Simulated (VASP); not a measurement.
Input of a VASP 6.6.1 run:

Contents of INCAR:

```
SYSTEM = TiSi2
PREC = Accurate
ENCUT = 520
EDIFF = 1E-6
ISMEAR = 0
SIGMA = 0.1
LREAL = .False.
LASPH = .True.
NELM = 80
ALGO = Normal
ISIF = 2
LWAVE = .False.
LCHARG = .False.
METAGGA = R2SCAN
LMIXTAU = .True.
```

Contents of KPOINTS:

```
Automatic mesh
0
Gamma
  10 10 10
  0 0 0
```

Contents of POSCAR:

```
TiSi2
1.0
    0.0000000000      4.0920000000      4.2496400000
    2.3815600000      0.0000000000      4.2496400000
    2.3815600000      4.0920000000      0.0000000000
Ti Si
2 4
Direct
    0.5000000000      0.5000000000      0.5000000000
    0.7500000000      0.7500000000      0.7500000000
    0.8361600000      0.1638400000      0.8361600000
    0.1638400000      0.8361600000      0.1638400000
    0.0861600000      0.4138400000      0.0861600000
    0.4138400000      0.0861600000      0.4138400000
```

Potentials or basis: VASP PAW PBE potentials, release 64 (Ti_sv, Si).

Command:

```bash
$ cat potpaw_PBE.64/Ti_sv/POTCAR potpaw_PBE.64/Si/POTCAR > POTCAR
$ mpirun -np 1 vasp_std > vasp.out
```

Question: What does it give for the pressure?

Answer: 2.0 GPa.

Question: Predict the largest force.

Answer: 0.070 eV/Å.

Forces in eV/Å, atoms in the order of the input:
```
Ti   0.000  0.000  0.000
Ti   0.000  0.000  0.000
Si   0.000  0.070  0.000
Si   0.000 -0.070  0.000
Si   0.000  0.070  0.000
Si   0.000 -0.070  0.000
```

Caveat: the PAW data sets were made with another functional, which shifts forces and pressure a little.
